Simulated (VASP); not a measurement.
Input of a VASP 6.6.1 run:

The input INCAR:

```
SYSTEM = P
  ALGO = Normal
  EDIFF = 1E-6
  ENCUT = 520
  GGA = PE
  ISIF = 2
  ISMEAR = 0
  LASPH = .TRUE.
  LCHARG = .FALSE.
  LREAL = .FALSE.
  LWAVE = .FALSE.
  NBANDS = 12
  NELM = 60
  PREC = Accurate
  SIGMA = 0.1
```

Contents of KPOINTS:

```
k-points
0
G
  6 6 6
  0 0 0
```

The input POSCAR:

```
P
1.0
    2.6996369908      0.0000000000     -0.0269110618
    0.0000000000      3.7348572561      0.0000000000
   -0.0716187503      0.0000000000      3.8325821714
P
2
Direct
    1.0042571949      0.7500000000      0.7668382306
   -0.0042571949      0.2500000000      0.2331617694
```

Potentials or basis: VASP PAW PBE potentials, release 64 (P).

Launch:

```sh
$ cat potpaw_PBE.64/P/POTCAR > POTCAR
$ mpirun -np 1 vasp_std > vasp.out
```

Task: Predict the largest force.

Result: 0.555 eV/Å.

Task: What does it give for the pressure?

Result: -15.5 GPa.

Task: What does it give for the band gap on the k mesh?

Result: None (metal or under the smearing width).

Stress tensor (GPa, compression positive):
```
-16.24   0.00   1.67
  0.00 -14.87   0.00
  1.67   0.00 -15.52
```

Caveat: the k mesh is coarse (spacing up to 0.39 Å⁻¹), so the values aren't converged; so large a pressure means that the cell lies far from this level's equilibrium, or that cutoff or potentials fall short.
